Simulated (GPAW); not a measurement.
# Os (P6_3/mmc) in GPAW: notebook, part 2 of 2

GPAW 26.7.0. The steps go on from the part before.

## 3. Single point, PBE

Input file run.py:

```python
from ase.dft.bandgap import bandgap
from ase.io import read, write
from ase.units import Bohr, GPa
from gpaw import GPAW, PW
from gpaw.elf import elf_from_dft_calculation

atoms = read('POSCAR')

calc = GPAW(mode=PW(600),
            xc='PBE',
            kpts={'size': (11, 11, 6), 'gamma': True},
            occupations={'name': 'methfessel-paxton', 'order': 0, 'width': 0.027000000000000003},
            nbands=27,
            convergence={'density': 1e-05, 'energy': 1e-05},
            maxiter=150,
            txt='gpaw.txt')
atoms.calc = calc
energy = atoms.get_potential_energy()
forces = atoms.get_forces()
stress = atoms.get_stress()
calc.write('gs.gpw')
write('result.traj', atoms)
print(f'Energy: {energy:.6f} eV')
print('Forces (eV/A):')
print(forces.round(4))
print('Stress (GPa):', (stress / GPa).round(3))
print('Fermi level:', round(calc.get_fermi_level(), 4), 'eV')
print(f'Gap: {bandgap(calc)[0]:.4f} eV, direct: {bandgap(calc, direct=True)[0]:.4f} eV')

# fields on the real-space grid
write('density.cube', atoms, data=calc.get_pseudo_density() * Bohr**3)
write('potential.cube', atoms, data=calc.get_electrostatic_potential())
write('elf.cube', atoms, data=elf_from_dft_calculation(calc).data)
```

Input file POSCAR:

```
Os
1.0
    2.7341000000      0.0000000000      0.0000000000
   -1.3670500000      2.3678000565      0.0000000000
    0.0000000000      0.0000000000      4.3197000000
Os
2
Direct
    0.6666666667      0.3333333333      0.7500000000
    0.3333333333      0.6666666667      0.2500000000
```

Potentials or basis: GPAW PAW data sets (gpaw-data 1.2.1), pw.

Run with:

```bash
OMP_NUM_THREADS=1 python run.py
```

gpaw.txt:

```text
__  _  _
 | _ |_)|_||  |
 |__||  | ||/\| - 26.7.0

Input parameters:
  mode=PW(ecut=600.0),
  convergence={'density': 1e-05, 'energy': 1e-05},
  kpts=MonkhorstPack(size=(11, 11, 6), gamma=True),
  maxiter=150,
  nbands=27,
  occupations=Occupations(name='methfessel-paxton', order=0, width=0.027000000000000003),
  xc=XC(name='PBE')

Diagonalizing LCAO Hamiltonian
Converting LCAO to pw mode

          Os

        Os

Atoms  # Å, Bohr magnetons
|   | symbol |         x |        y |        z |    initial magnetic moments |
|---|--------|-----------|----------|----------|-----------------------------|
| 0 |     Os |  1.367050 | 0.789267 | 3.239775 | ( 0.0000,  0.0000,  0.0000) |
| 1 |     Os | -0.000000 | 1.578533 | 1.079925 | ( 0.0000,  0.0000,  0.0000) |

Unit cell  # Å
| periodic |         x |        y |        z |  lengths |     angles |
|----------|-----------|----------|----------|----------|------------|
|      yes |  2.734100 | 0.000000 | 0.000000 | 2.734100 |  90.000000 |
|      yes | -1.367050 | 2.367800 | 0.000000 | 2.734100 |  90.000000 |
[... 143 lines left out ...]

Energy contributions:
  Kinetic:           8.666806
  Coulomb:         -10.118633
  Zero:             -0.368752
  External:          0.000000
  Xc:              -20.556071
  Entropy:          -0.000495
  Spinorbit:         0.000000
  ----------------------------
  Free energy:     -22.377145
  Extrapolated:    -22.376898

dipole moment: (-0.000001, -0.000001, -0.000002)  # |e|*Ang

Fermi level: 15.739
Eigenvalues  # (at kpt = [0.000, 0.000, 0.000])
| band index |      eig [eV] | occ [0-2] |
|------------|---------------|-----------|
|          0 |       -30.915 |     2.000 |
|        ... |               |           |
|          7 |         8.060 |     2.000 |
|          8 |        12.758 |     2.000 |
|          9 |        12.758 |     2.000 |
|         10 |        13.006 |     2.000 |
|         11 |        13.597 |     2.000 |
|         12 |        13.597 |     2.000 |
[... 8 lines left out ...]
|         21 |        33.220 |     0.000 |
|         22 |        37.505 |     0.000 |
|        ... |               |           |
|         26 |        38.907 |     0.000 |

No gap
No difference between direct/indirect transitions

Forces  # eV/Ang
|        x |       y |        z |
|----------|---------|----------|
| -0.00000 | 0.00000 |  0.00001 |  # Os   0
|  0.00000 | 0.00000 | -0.00001 |  # Os   1

Stress tensor  # eV/Ang^3
|         x |         y |         z |
|-----------|-----------|-----------|
| -0.039184 |  0.000000 |  0.000000 |
|  0.000000 | -0.039184 | -0.000000 |
|  0.000000 | -0.000000 | -0.041486 |

# Writing to gs.gpw (mode='')
```

Run time: 37 s. Hardware: 1 thread of Arm Neoverse V1, shared host; peak memory 0.18 GiB.

What came out:

```yaml
Free_energy: -22.3771 eV
Pressure: 6.4 GPa
Band_gap_on_the_k_mesh: none (metal or under the smearing width)
```

Levels at points of the mesh, in eV from the Fermi level:
```csv
k point,band 10,band 11,band 12,band 13,band 14,band 15,band 16,band 17,band 18,band 19
"(0.00, 0.00, 0.00)",-2.98,-2.73,-2.14,-2.14,-1.50,-1.50,0.08,1.75,1.75,9.15
"(0.00, 0.00, 0.50)",-3.51,-3.17,-3.17,-3.17,-3.17,0.97,0.97,0.97,0.97,13.35
```

The run has no spin-orbit coupling, so splittings on Os are missing.

## 4. Single point, PBE

Input file run.py:

```python
from ase.dft.bandgap import bandgap
from ase.io import read, write
from ase.units import GPa
from gpaw import GPAW, PW

atoms = read('Os.xyz')

calc = GPAW(mode=PW(600),
            xc='PBE',
            kpts={'size': (11, 11, 6), 'gamma': True},
            occupations={'name': 'methfessel-paxton', 'order': 0, 'width': 0.028000000000000004},
            nbands=27,
            convergence={'density': 1e-05, 'energy': 1e-05},
            maxiter=150,
            txt='gpaw.txt')
atoms.calc = calc
energy = atoms.get_potential_energy()
forces = atoms.get_forces()
stress = atoms.get_stress()
calc.write('gs.gpw')
write('result.traj', atoms)
print(f'Energy: {energy:.6f} eV')
print('Forces (eV/A):')
print(forces.round(4))
print('Stress (GPa):', (stress / GPa).round(3))
print('Fermi level:', round(calc.get_fermi_level(), 4), 'eV')
print(f'Gap: {bandgap(calc)[0]:.4f} eV, direct: {bandgap(calc, direct=True)[0]:.4f} eV')
```

Input file Os.xyz:

```xyz
2
Lattice="2.7341000000 0.0000000000 0.0000000000 -1.3670500000 2.3678000565 0.0000000000 0.0000000000 0.0000000000 4.3197000000" Properties=species:S:1:pos:R:3 pbc="T T T"
Os     1.3670500001      0.7892666854      3.2397750000
Os    -0.0000000001      1.5785333711      1.0799250000
```

Run with:

```bash
OMP_NUM_THREADS=1 python run.py
```

Wall time 37 s (1 thread of Arm Neoverse V1, shared host); peak memory 0.17 GiB.

It converged, with:

```
Free energy            : -22.3772 eV
Pressure               : 6.4 GPa
Band gap on the k mesh : none (metal or under the smearing width)
```

Stress tensor (GPa, compression positive):
```
6.28 0.00 0.00
0.00 6.28 0.00
0.00 0.00 6.65
```

Levels at points of the mesh, in eV from the Fermi level:
| k point | band 10 | band 11 | band 12 | band 13 | band 14 | band 15 | band 16 | band 17 | band 18 | band 19 |
| --- | --- | --- | --- | --- | --- | --- | --- | --- | --- | --- |
| (0.00, 0.00, 0.00) | -2.98 | -2.73 | -2.14 | -2.14 | -1.50 | -1.50 | 0.08 | 1.75 | 1.75 | 9.15 |
| (0.00, 0.00, 0.50) | -3.51 | -3.17 | -3.17 | -3.17 | -3.17 | 0.97 | 0.97 | 0.97 | 0.97 | 13.35 |

Spin-orbit coupling is left out, which matters for the levels of Os.

## 5. Overview

| task | level | potentials or basis | cell | smearing | eigensolver | optimizer | fmax | max steps | convergence | gap on the mesh (eV) | pressure (GPa) |
| --- | --- | --- | --- | --- | --- | --- | --- | --- | --- | --- | --- |
| relaxation of cell and atoms | BLYP+D4 | PAW data sets generated in the run's folder for this functional, pw | relaxed | fermi-dirac 0.05 eV | davidson | FIRE | 0.02 eV/Å | 60 | density=1e-05 forces=0.0001 | none | 0.1 |
| single point | PBE | GPAW PAW data sets (gpaw-data 1.2.1), pw | as given | gaussian 0.027 eV | - | - | - | - | - | none | 6.4 |
| single point | PBE | GPAW PAW data sets (gpaw-data 1.2.1), pw | as given | gaussian 0.028 eV | - | - | - | - | - | none | 6.4 |

Alike in all rows: no spin polarisation; k mesh 11 × 11 × 6; cutoff (eV) 600.

Caveats: later steps reuse the first step's grids (some runs); pairwise dispersion overbinds metals, which lowers pressure and volume (some runs).

Absolute energies hang on the potentials; compare differences alone.
